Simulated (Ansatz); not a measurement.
The system is MnAs.

```xyz
4
Lattice="3.7100 0.0000 0.0000 -1.8550 3.2130 0.0000 0.0000 0.0000 5.6910" Properties=species:S:1:pos:R:3 pbc="T T T"
As    1.8550    1.0710    4.2683
As    0.0000    2.1420    1.4227
Mn    0.0000    0.0000    2.8455
Mn    0.0000    0.0000    0.0000
```

| Property | Result |
| --- | --- |
| Program | Ansatz 0.2.0 |
| Task | relaxation of cell and atoms |
| Functional | PBEsol |
| Potentials or basis | Ansatz PAW |
| Cutoff | 420 eV (not typed: the program's choice for these potentials) |
| k mesh | 8 × 8 × 5 |
| Occupations | fermi-dirac, width 0.05 eV |
| Spin | collinear spin, ferromagnetic start |
| Starting moments | [0.0, 0.0, 4.0, 4.0] μB |
| Hubbard terms | Mn d U = 4 eV |

At the start: volume 16.96 Å³/atom.

Q: Where does the relaxation end?

A: It ends after 6 steps and the volume is 18.72 Å³/atom (+10.4 %); space group P6_3/mmc (No. 194, to 0.05 Å); moment 8.05 μB per cell.

Step by step:
| step | energy change (eV) | largest force (eV/Å) | volume (Å³) |
| --- | --- | --- | --- |
| 1 | 0.0000 | 0.0000 | 67.84 |
| 2 | -0.1924 | 0.0000 | 74.05 |
| 3 | -0.1946 | 0.0000 | 74.78 |
| 4 | -0.1946 | 0.0000 | 74.88 |
| 5 | -0.1969 | 0.0000 | 74.88 |
| 6 | -0.1969 | 0.0000 | 74.88 |

Final structure:
```
CELL_PARAMETERS angstrom
3.80922 0.00000 0.00000
-1.90461 3.29888 0.00000
0.00000 0.00000 5.95913
ATOMIC_POSITIONS crystal
As 0.66667 0.33333 0.75000
As 0.33333 0.66667 0.25000
Mn 0.00000 0.00000 0.50000
Mn 0.00000 0.00000 0.00000
```

Caveat: the magnetic or orbital state may not be the lowest; the plane-wave basis is chosen anew once the cell has moved, so the energies of steps on either side of that aren't comparable; only a ferromagnetic start was run, and an antiferromagnetic order may lie lower in energy; the PAW data sets come from PBE, with cores solved anew for the run's functional, which leaves a small shift of forces and pressure; the U is typed as a test and isn't derived for this compound.
